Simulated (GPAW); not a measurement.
Runs of GPAW 26.7.0 on PbSe (Clausthalite). Symmetry: Fm-3m, No. 225, cubic system. The conventional cell has a = 6.121 Å, b = 6.121 Å, c = 6.121 Å, α = 90.00°, β = 90.00°, γ = 90.00°. Around Pb (site symmetry m-3m) lie 6 Se at 3.06 Å. Around Se (site symmetry m-3m) lie 6 Pb at 3.06 Å. 

| task | level | smearing | band path | band points | gap on the mesh (eV) | pressure (GPa) |
| --- | --- | --- | --- | --- | --- | --- |
| single point | PBE | gaussian 0.025 eV | - | - | 0.24 | 2.2 |
| single point | PBE | gaussian 0.021 eV | - | - | 0.24 | 2.2 |
| single point | PBE | gaussian 0.015 eV | - | - | 0.24 | 2.2 |
| band structure | r2SCAN | fermi-dirac 0.05 eV | GXWKGLUWLK,UX | 60 | 0.53 | (a) |
| single point | PBE | gaussian 0.013 eV | - | - | 0.24 | 2.2 |

Alike in all rows: potentials or basis GPAW PAW data sets (gpaw-data 1.2.1), pw; no spin polarisation; cell as given; k mesh 8 × 8 × 8; cutoff (eV) 600.

Q: Fill in the values left out.

A: (a) 1.3.

Caveats: spin-orbit coupling is left out, which as a rule narrows the gap of such compounds by several tenths of an eV; the PAW data sets were made with another functional, which shifts forces and pressure a little (some runs).

A k mesh can miss the band edges, and the runs leave out spin-orbit coupling on Pb, Se.
